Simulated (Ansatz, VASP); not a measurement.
Ti in VASP and in Ansatz

Contents of INCAR:

```
SYSTEM = Ti
ALGO = Normal
EDIFF = 1E-6
ENCUT = 520
GGA = PS
ISIF = 2
ISMEAR = -1
LASPH = .TRUE.
LCHARG = .TRUE.
LELF = .TRUE.
LREAL = .FALSE.
LVHAR = .TRUE.
LWAVE = .FALSE.
NBANDS = 12
NELM = 80
PREC = Accurate
SIGMA = 0.1
```

Contents of KPOINTS:

```
k-points
0
G
  22 22 22
  0 0 0
```

File POSCAR:

```
Ti
1.0
    0.0000000000      2.1073882873      2.1073882873
    2.1073882873      0.0000000000      2.1073882873
    2.1073882873      2.1073882873      0.0000000000
Ti
1
Direct
    0.0000000000      0.0000000000      0.0000000000
```

Input for Ansatz:

```yaml
crystal:
  lattice:
    - [0.0, 2.1073882873, 2.1073882873]
    - [2.1073882873, 0.0, 2.1073882873]
    - [2.1073882873, 2.1073882873, 0.0]
  atoms:
    - { symbol: Ti, position: [0.0, 0.0, 0.0] }
hamiltonian:
  xc: pbesol
  pseudopotentials:
    kind: paw
    azcp:
      Ti: "pseudopotentials/Ti.paw.azcp"
basis:
  ecutwfc: 420
  fft_grid_basis: typed
kpoints:
  mp_grid: { grid: [22, 22, 22], shift: [0, 0, 0] }
magnetization:
  spin_polarized: false
scf:
  occupations: { method: fermi_dirac, width: 0.1 }
output:
  stress: true
  write_density: true
  write_potential: true
  elf: true
  volumetric_format: npy
```

Alike in both runs: task single point; functional PBEsol; k mesh 22 × 22 × 22; occupations fermi-dirac, width 0.1 eV; no spin polarisation.

|  | VASP | Ansatz |
| --- | --- | --- |
| version | VASP 6.6.1 | Ansatz 0.2.0 |
| potentials or method | VASP PAW PBE potentials, release 64 (Ti_sv) | plane waves (420 eV) with PAW, scalar-relativistic |
| plane-wave cutoff (eV) | 520 | 420 |
| valence electrons in the cell | 12 | 12 |

|  | VASP | Ansatz | Ansatz less VASP |
| --- | --- | --- | --- |
| pressure (GPa) | -10.7 | -10.6 | +0.12 |

Ansatz warned: «pseudo_functional_mismatch».

Caveats: the PAW data sets were made with another functional, which shifts forces and pressure a little (VASP).
